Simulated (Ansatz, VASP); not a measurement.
**N: VASP beside Ansatz**

```xyz
2
Lattice="3.6290 0.0000 0.0000 -1.8145 3.1428 0.0000 0.0000 0.0000 5.6544" Properties=species:S:1:pos:R:3 pbc="T T T"
N     0.0000    2.0952    1.4136
N     1.8145    1.0476    4.2408
```

Change from the starting cell: strain +0.000 along x and y, -0.040 along z, atoms carried along.

Alike in both runs: task single point; functional LDA; k mesh 15 × 15 × 8; occupations gaussian, width 0.15 eV; no spin polarisation.

```csv
,VASP,Ansatz
version,VASP 6.6.1,Ansatz 0.2.0
potentials or method,"VASP PAW LDA potentials, release 64 (N)","scalar-relativistic, plane waves, PAW"
plane-wave cutoff (eV),520,420
valence electrons in the cell,10,10
```

|  | VASP | Ansatz | Ansatz less VASP |
| --- | --- | --- | --- |
| gap on the k mesh at the Fermi level (eV) | none | none | - |
| pressure (GPa) | -9.2 | -9.1 | +0.12 |
| largest component of the traceless stress (GPa) | 0.91 | 0.89 | -0.015 |

A gap of «none» marks a metal or a gap that the smearing closes.
